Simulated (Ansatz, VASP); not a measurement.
**BN in VASP and in Ansatz**

```
B N
1.0
     2.60900    0.00000    0.00000
    -1.30450    2.25946    0.00000
     0.00000    0.00000   26.00000
B N
1 1
Direct
  0.00000 0.00000 0.50275
  0.66667 0.33333 0.49725
```

Alike in both runs: task single point; functional PBE; dispersion D3(BJ); k mesh 12 × 12 × 1; occupations gaussian, width 0.02 eV; no spin polarisation.

```csv
,VASP,Ansatz
version,VASP 6.6.1,Ansatz 0.2.0
potentials or method,"VASP PAW PBE potentials, release 64 (B, N)","scalar-relativistic, plane waves, PAW"
plane-wave cutoff (eV),520,420
valence electrons in the cell,8,8
```

VASP gave:

```
gap on the k mesh at the Fermi level (eV) : 4.24
least direct gap on the mesh (eV)         : 4.24
rms of the force components (eV/Å)        : 1.201
```

Q: What did Ansatz give for the same quantities?

A: gap on the k mesh at the Fermi level (eV): 4.25; least direct gap on the mesh (eV): 4.25; rms of the force components (eV/Å): 1.199.

Atom by atom the forces differ by 0.002 eV/Å (rms over components).

PBE gaps usually lie below the measured ones, often by a third to a half.
